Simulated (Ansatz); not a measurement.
# Se: the cost of one run

The runs shown are made with Ansatz 0.2.0. PAW datasets, plane waves, zero pressure. Computed at 0 K without zero-point motion; spin polarisation is off.

## Step 1: The cell

Space group P3_121 (No. 152), trigonal; a = 4.505 Å, c = 4.979 Å in the conventional setting, 29.17 Å³ an atom. Se has 2 Se at 2.38 Å.

As a file:

```cif
data_structure
_symmetry_space_group_name_H-M 'P 1'
_symmetry_Int_Tables_number 1
_cell_length_a 4.5048
_cell_length_b 4.5048
_cell_length_c 4.9788
_cell_angle_alpha 90.000
_cell_angle_beta 90.000
_cell_angle_gamma 120.000
_cell_volume 87.50
loop_
_atom_site_label
_atom_site_type_symbol
_atom_site_fract_x
_atom_site_fract_y
_atom_site_fract_z
_atom_site_occupancy
Se1 Se 0.21789 0.00000 0.33333 1
Se2 Se 0.00000 0.21789 0.66667 1
Se3 Se 0.78211 0.78211 0.00000 1
```

## Step 2: Relaxing with PBE-D3(BJ)

The input, input.yaml:

```yaml
crystal:
  lattice:
    - [4.5048207049, 0.0, 0.0]
    - [-2.2524103524, 3.9012891699, 0.0]
    - [0.0, 0.0, 4.9787963167]
  atoms:
    - { symbol: Se, position: [0.21789298, 0.0, 0.33333333] }
    - { symbol: Se, position: [0.0, 0.21789298, 0.66666667] }
    - { symbol: Se, position: [0.78210702, 0.78210702, 0.0] }
kpoints:
  mp_grid: { grid: [6, 6, 6] }
hamiltonian:
  xc: pbe
  dispersion: d3bj
scf:
  occupations: { method: fermi_dirac, width: 0.02 }
relax:
  f_tol: 0.005
  cell: {}
output:
  write_density: true
  write_potential: true
  elf: true
  volumetric_format: npy
```

The run is started by

```bash
ansatz run input.yaml --threads 4 --pin off --max-ram 7372MiB --backend cpu --events-out ev --progress --plain --runs-dir out
```

**Question.** How long does this run take on 4 threads of Arm Neoverse V2, shared host, and how much memory does it need?

About 13 s, with a peak of 0.4 GiB.
